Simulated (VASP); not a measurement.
# H23NO10 in VASP: notebook

The runs below take H23NO10 through single point, with PBE.

All numbers are computed with VASP 6.6.1; they aren't measurements. Logs are shortened: lines on timing, memory, paths and dates and some standing lists are left out, and cuts for length are marked.

### Step 1. Starting point

The cell holds a amorphous, 34 atoms: a = 7.198 Å, b = 7.198 Å, c = 7.198 Å, α = 90.00°, β = 90.00°, γ = 90.00°.

The cell was built by a generator and needn't be a form met in nature.

### Step 2. Single point, PBE

The input, INCAR:

```
SYSTEM = H23NO10
PREC     = Accurate       ! precision mode
ENCUT    = 520            ! plane-wave cutoff, eV
EDIFF    = 1E-6           ! SCF threshold, eV
ISMEAR   = -1             ! smearing method
SIGMA    = 0.02           ! smearing width, eV
LREAL    = Auto         
LASPH    = .TRUE.         ! aspherical terms in the spheres
NELM     = 100            ! most SCF steps
ALGO     = Normal         ! electronic algorithm
ISIF     = 2              ! what is computed and relaxed
LWAVE    = .FALSE.        ! write WAVECAR
LCHARG   = .TRUE.         ! write CHGCAR
GGA      = PE             ! functional
LELF     = .TRUE.         ! ELF
LVHAR    = .TRUE.       
NBANDS   = 67             ! bands
```

The input, KPOINTS:

```
Automatic mesh
0
G
  1 1 1
  0 0 0
```

The input, POSCAR:

```
H23NO10
1.0
    7.1977620000      0.0000000000      0.0000000000
    0.0000000000      7.1977620000      0.0000000000
    0.0000000000      0.0000000000      7.1977620000
O H N
10 23 1
Direct
    0.1893227367      0.5448082334      0.3724907826
    0.2519116359      0.3591394103      0.7383545052
    0.6152051151      1.0298201024      0.7923157226
    0.7780335054      0.4511680158      0.5505044485
    0.2782392638     -0.0352053875      0.7650711429
    0.5125759924      0.4054037908      1.0352384533
    0.5888497008      1.0094804468      0.2991207545
    0.9003215166      0.9217587356      0.4892492972
    0.2608032886      0.8567246319      0.2213187933
    0.0935290720      0.2262092022      0.1994092053
    0.2615118422      0.6070636956      0.2707091454
    0.0833175645      0.6366006545      0.3723101709
    0.2240001823      0.4563640754      0.6392820435
    0.3875649125      0.3932194479      0.7390074859
    0.5040316698      0.9824720517      0.7152639946
    0.6154412997      0.9352629331      0.8813850750
    0.7661270267      0.3954006815      0.4269521554
    0.7788809911      0.3342566759      0.6205817864
    0.2035215946     -0.1470734931      0.7091231969
    0.2200961910      0.0855821573      0.7654462595
    0.5089220788      0.2998570945      1.1097338312
    0.6570097761      0.4129200160      0.9914331705
    0.6765019460      1.0662480921      0.2075923044
    0.4898328119      0.9663698244      0.2153169277
    0.7634039581      0.8956256125      0.4369830511
    0.8523899512      0.9392086040      0.6144548819
    0.1714421788      0.8875536590      0.3099157766
    0.1999371471      0.9497813348      0.1263170413
    0.0958770240      0.3122081558      0.3014270269
    0.1553816311      0.2656936976      0.0962104610
    0.8404278997      0.6245135641      1.0795438916
    0.9272187661      0.6867829195      0.8674085084
    0.6905757651      0.7050802736      0.9036975660
    0.8198242732      0.6296540508      0.9438211489
```

Potentials or basis: VASP PAW PBE potentials, release 64 (O, H, N).

Launch:

```console
> cat potpaw_PBE.64/O/POTCAR potpaw_PBE.64/H/POTCAR potpaw_PBE.64/N/POTCAR > POTCAR
> mpirun -np 1 vasp_gam > vasp.out
```

OUTCAR:

```text
SYSTEM = H23NO10
   PREC = Accurate
   ENCUT = 520
   EDIFF = 1E-6
   ISMEAR = -1
   LREAL = Auto
   LASPH = .TRUE.
   NELM = 100
   ISIF = 2
   GGA = PE

 ion  position               nearest neighbor table
   1  0.189  0.545  0.372-  11 1.00  12 1.01
   2  0.252  0.359  0.738-  14 1.01  13 1.02
   3  0.615  0.030  0.792-  16 0.94  15 1.03
   4  0.778  0.451  0.551-  17 0.98  18 0.98
   5  0.278  0.965  0.765-  20 0.96  19 1.05
   6  0.513  0.405  0.035-  21 0.93  22 1.09
   7  0.589  0.009  0.299-  24 0.98  23 1.00
   8  0.900  0.922  0.489-  26 0.97  25 1.07
   9  0.261  0.857  0.221-  27 0.93  28 1.05
  10  0.094  0.226  0.199-  30 0.91  29 0.96
  11  0.262  0.607  0.271-   1 1.00
  12  0.083  0.637  0.372-   1 1.01
  13  0.224  0.456  0.639-   2 1.02
  14  0.388  0.393  0.739-   2 1.01
  15  0.504  0.982  0.715-   3 1.03
  16  0.615  0.935  0.881-   3 0.94
[... 15 lines left out ...]
  32  0.927  0.687  0.867-  34 1.03
  33  0.691  0.705  0.904-  34 1.12
  34  0.820  0.630  0.944-  31 0.99  32 1.03  33 1.12

  LATTYP: Found a simple cubic cell.
 ALAT       =     7.1977620000

  Lattice vectors:

 A1 = (   7.1977620000,   0.0000000000,   0.0000000000)
 A2 = (   0.0000000000,   7.1977620000,   0.0000000000)
 A3 = (   0.0000000000,   0.0000000000,   7.1977620000)

Analysis of symmetry for initial positions (statically):
=====================================================================
 Subroutine PRICEL returns:
 Original cell was already a primitive cell.

 Routine SETGRP: Setting up the symmetry group for a
 simple cubic supercell.

 Subroutine GETGRP returns: Found  1 space group operations
 (whereof  1 operations were pure point group operations)
 out of a pool of 48 trial point group operations.

The static configuration has the point symmetry C_1 .

Analysis of symmetry for dynamics (positions and initial velocities):
=====================================================================
 Subroutine PRICEL returns:
 Original cell was already a primitive cell.

 Routine SETGRP: Setting up the symmetry group for a
 simple cubic supercell.

 Subroutine GETGRP returns: Found  1 space group operations
 (whereof  1 operations were pure point group operations)
 out of a pool of 48 trial point group operations.

The dynamic configuration has the point symmetry C_1 .

 Subroutine INISYM returns: Found  1 space group operations
 (whereof  1 operations are pure point group operations),
 and found     1 'primitive' translations

[... 139 lines left out ...]
   NFREE  =      0    steps in history (QN), initial steepest desc. (CG)
   ISIF   =      2    stress and relaxation
   ISYM   =      2    0-nonsym 1-usesym 2-fastsym
   POTIM  = 0.5000    time-step for ionic-motion
   TEBEG  =    0.0;   TEEND  =   0.0 temperature during run
   PSTRESS=    0.0 pullay stress
   NELECT =      88.0000    total number of electrons
   NUPDOWN=      -1.0000    fix difference up-down
   EMIN   =  10.00;   EMAX   =-10.00  energy-range for DOS
   EFERMI =   0.00;   METHOD = LEGACY
   ISMEAR =    -1;   SIGMA  =   0.02  broadening in eV -4-tet -1-fermi 0-gaus
   EFERMI_NEDOS =   21; number of points for ismear=-14 and -15
   IALGO  =     38    algorithm
   IMIX   =      4    mixing-type and parameters
     AMIX     =   0.40;   BMIX     =  1.00
     AMIX_MAG =   1.60;   BMIX_MAG =  1.00
  volume/ion in A,a.u.               =      10.97        74.01
  Fermi-wavevector in a.u.,A,eV,Ry     =   1.011669  1.911776 13.925198  1.023473
  Thomas-Fermi vector in A             =   2.144732
   LORBIT       =      0    0 simple, 1 ext, 2 COOP (PROOUT), +10 PAW based schemes
   GGA     = PE    functional components
   LHFCALC =     F    Hartree Fock is set to
   AEXX    =    0.0000 exact exchange contribution
   IVDW    =     0    specifies the selected vdW correction
   LEPSILON=     F    determine dielectric tensor
   LRPA    =     F    only Hartree local field effects (RPA)
 non-spin polarized calculation
  energy-cutoff  :      520.00
  volume of cell :      372.90
 maximum number of plane-waves:      5030
 NGX is ok and might be reduce to    54
   NGX = 27   NGY = 27   NGZ = 27

 number of electron      87.9999999 magnetization

 Free energy of the ion-electron system (eV)
  ---------------------------------------------------
  ext. energy  EPLUGINS =         0.00000000
  ---------------------------------------------------
  free energy    TOTEN  =      -162.16812351 eV

  energy without entropy =     -162.16812351  energy(sigma->0) =     -162.16812351

 E-fermi :  -3.0809     XC(G=0):  -6.5025

 val. band max:       -3.5733401990   @ k =   0.0000   0.0000   0.0000
 cond. band min:       0.1876471938   @ k =   0.0000   0.0000   0.0000
 fundamental gap:      3.7609873929
 Fermi energy:        -3.0809305733

 k-point     1 :       0.0000    0.0000    0.0000
  band No.  band energies     occupation
      1     -23.1791      2.00000
      2     -22.6329      2.00000
      3     -22.5800      2.00000
      4     -22.3745      2.00000
      5     -22.2114      2.00000
      6     -22.1233      2.00000
[... 48 lines left out ...]
     55       5.1236      0.00000
     56       5.3109      0.00000
 [bands above 56 left out]

------------------------ aborting loop because EDIFF is reached ----------------------------------------

  FORCE on cell =-STRESS in cart. coord.  units (eV):
  Direction    XX          YY          ZZ          XY          YZ          ZX
  --------------------------------------------------------------------------------------
  -------------------------------------------------------------------------------------
  Total       -6.9064661     -0.9308705      3.4462905      0.9990064     -0.8705551     -0.8508751
  in kB      -29.6738584     -3.9995158     14.8071003      4.2922637     -3.7403684     -3.6558128
  external PRESSURE =      -6.2887580 kB  Pullay stress =       0.0000000 kB

 VOLUME and BASIS-vectors are now :
 -----------------------------------------------------------------------------
  energy-cutoff  :      520.00
  volume of cell :      372.90
      direct lattice vectors                 reciprocal lattice vectors
     7.197762000  0.000000000  0.000000000     0.138932074  0.000000000  0.000000000
     0.000000000  7.197762000  0.000000000     0.000000000  0.138932074  0.000000000
     0.000000000  0.000000000  7.197762000     0.000000000  0.000000000  0.138932074

 POSITION                                       TOTAL-FORCE (eV/Angst)
 -----------------------------------------------------------------------------------
      1.36270      3.92140      2.68110        -0.929095      1.444213     -0.360462
      1.81320      2.58500      5.31450         1.257939      2.071237     -1.510284
      4.42810      0.21464      5.70290        -0.205984      0.592608     -2.496523
      5.60010      3.24740      3.96240        -0.086719     -0.938920     -0.374196
      2.00270      6.94436      5.50680        -0.918274     -3.666336     -0.630082
      3.68940      2.91800      0.25364         3.254249      2.123909     -2.066572
[... 26 lines left out ...]
      4.97060      5.07500      6.50460         2.631293     -1.627528      1.097602
      5.90090      4.53210      6.79340        -2.401755      1.125016     -2.754906
 -----------------------------------------------------------------------------------
    total drift:                                0.002420      0.005986     -0.011460

  FREE ENERGIE OF THE ION-ELECTRON SYSTEM (eV)
  ---------------------------------------------------
  free  energy   TOTEN  =      -162.1681235057 eV

  energy  without entropy=     -162.1681235057  energy(sigma->0) =     -162.16812351
```

stdout:

```text
POSCAR found type information on POSCAR O H N
 POSCAR found :  3 types and      34 ions
 scaLAPACK will be used
 LDA part: xc-table for (Slater+PW92), standard interpolation
 POSCAR, INCAR and KPOINTS ok, starting setup
 FFT: planning ... GRIDC
 FFT: planning ... GRID_SOFT
 FFT: planning ... GRID
 WAVECAR not read
 entering main loop
```

Wall time 36 s (1 thread of Intel Xeon Platinum 8488C (Sapphire Rapids), shared host); peak memory 0.36 GiB.

Results:

| Property | Result |
| --- | --- |
| Free energy | -162.1681 eV |
| Pressure | -0.6 GPa |
| Largest force | 4.496 eV/Å |
| Band gap on the k mesh | 3.76 eV, direct |

Forces in eV/Å, atoms in the order of the input:
```
O   -0.929  1.444 -0.360
O    1.258  2.071 -1.510
O   -0.206  0.593 -2.497
O   -0.087 -0.939 -0.374
O   -0.918 -3.666 -0.630
O    3.254  2.124 -2.067
O    0.967  0.779 -1.550
O   -2.575 -0.942 -0.808
O   -0.217  1.754 -4.134
O   -2.472 -2.957  1.937
H   -0.027 -0.595  0.657
H    0.656 -1.174  0.558
H   -0.632 -1.414  0.597
H   -0.900 -1.002  0.877
H    0.824  1.100  0.921
H    0.264 -1.234  1.753
H   -0.086  0.454 -0.096
H    0.042  0.387  0.434
H    0.938  2.970  0.949
H   -0.685  0.582 -0.724
H   -0.218 -2.059  1.463
H   -2.940  0.164  0.696
H   -0.218 -0.370  1.005
H   -0.502 -0.371  0.765
H    2.537  0.613  0.052
H    0.320  0.335  0.729
H   -1.437  0.550  2.661
H    1.501 -1.662  1.037
H    0.657  0.901  0.096
H    1.760  1.915 -2.630
H    0.253  0.567  1.215
H   -0.411 -0.414  0.636
H    2.631 -1.628  1.098
N   -2.402  1.125 -2.755
```

(Continued in part 2 of 2.)
